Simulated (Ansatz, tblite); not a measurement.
# AgCl with GFN2-xTB from a Python script

These are simulated results from tblite 0.8.0, not measurements. The cell was built from a prototype and was relaxed with r2SCAN in plane waves (Ansatz 0.2.0). Not every such cell is a known phase. All runs are without spin polarisation.

It is hexagonal, P6_3/mmc (No. 194); a = 4.005 Å, c = 6.201 Å in the conventional setting, 21.53 Å³ an atom. Ag is surrounded by 6 Cl at 2.78 Å; Cl is surrounded by 6 Ag at 2.78 Å.

tblite solves periodic systems at the zone centre alone, so the script builds a cluster of 3×3×2 conventional cells (72 atoms), which folds in a coarse mesh of k points.

The script, run.py:

```python
import json
from ase import Atoms
from ase.build import make_supercell
from ase.units import Bohr, GPa, Hartree
from tblite.interface import Calculator

atoms = Atoms(['Ag', 'Ag', 'Cl', 'Cl'],
              cell=[[4.004862, 0.0, 0.0], [-2.002431, 3.468313, 0.0], [0.0, 0.0, 6.201035]],
              scaled_positions=[[0.0, 0.0, -0.0], [0.0, -0.0, 0.5], [0.333333, 0.666667, 0.25], [0.666667, 0.333333, 0.75]],
              pbc=True)
cluster = make_supercell(atoms, [[3, 0, 0], [0, 3, 0], [0, 0, 2]])
calc = Calculator('GFN2-xTB', cluster.numbers, cluster.positions / Bohr, lattice=cluster.cell[:] / Bohr, periodic=cluster.pbc)
calc.set('temperature', 0.02 / Hartree)
calc.set('max-iter', 150)
res = calc.singlepoint()
levels = res.get('orbital-energies') * Hartree
nv = round(res.get('orbital-occupations').sum() / 2)
cells = len(cluster) // len(atoms)
out = {'energy_per_cell': res.get('energy') * Hartree / cells, 'homo': levels[nv - 1], 'lumo': levels[nv],
       'stress': (-res.get('virial') * Hartree / cluster.get_volume() / GPa).tolist(), 'charges': res.get('charges')[:len(atoms)].tolist(), 'electrons': 2 * nv / cells}
json.dump(out, open('results.json', 'w'))
for key, value in out.items():
    print(key, value)
```

Command: `python run.py`. It took 7.5 s on 1 thread of Arm Neoverse V1, with other jobs on the host, peak memory 0.15 GiB.

The log:

```
------------------------------------------------------------
  cycle        total energy    energy error   density error
------------------------------------------------------------
      1     -308.5971196772  -3.0881789E+02   1.8855548E-01
      2     -308.7576624989  -1.6054282E-01   1.1425784E-01
      3     -308.7811132726  -2.3450774E-02   4.4544733E-02
      4     -308.7831703908  -2.0571181E-03   7.3637250E-03
      5     -308.7835427817  -3.7239091E-04   4.7287358E-03
      6     -308.7835878259  -4.5044224E-05   2.7065546E-04
      7     -308.7835880530  -2.2705416E-07   2.5309504E-05
      8     -308.7835880534  -4.5764637E-10   3.7223572E-06
------------------------------------------------------------

 total:                                   6.777 sec
energy_per_cell -466.80163402837
homo -10.225223427699865
lumo -8.191044275602982
stress [[-1.7793919924860775, -2.831535057416244e-05, -2.922560488558039e-07], [-2.831535057422898e-05, -1.7794325415352463, -3.8991917377589124e-07], [-2.9225604884172354e-07, -3.899191738067396e-07, -2.6765139856290636]]
charges [0.19169390278797727, 0.19169346379191277, -0.19169571605441538, -0.19169536847057747]
electrons 36.0
```

The cycle table is in hartree for the whole cluster, and the lines after it are in eV (the energy for one cell). The printed stress is in GPa and positive in compression, and the pressure is its mean diagonal.

GFN2-xTB gives a gap of 2.03 eV. On the same cell, plane-wave PBE (Ansatz, 12×12×4 k points and the special points) gives a gap of 0.91 eV and r2SCAN a gap of 1.48 eV; on shared hosts these took about 8 and 21 core-seconds on the 4-atom cell, against 7.5 for the script. Semilocal gaps usually lie below measured ones. xTB was fitted to molecules, so gaps, charges and pressures of solids can be far off, and the gap also depends on the size of the cluster.

The same script was run on cells scaled at fixed shape and fractional coordinates:

```csv
volume (Å³/atom),energy (meV/atom),"pressure (GPa, positive in compression)",gap (eV)
18.95,30.3,6.85,3.16
20.24,-2.7,1.59,2.53
21.53,0.0,-2.08,2.03
22.83,27.2,-4.61,1.63
24.12,71.9,-6.35,1.31
```

A Birch-Murnaghan fit puts the minimum at 20.76 Å³/atom, 3.6 % below the given cell, with a bulk modulus of 60.6 GPa at fixed shape.

xTB was fitted mostly to molecules, and a small cluster samples few k points, so gaps, pressures and kinks along a curve can be far from a solid's.

Spin-orbit coupling is left out.
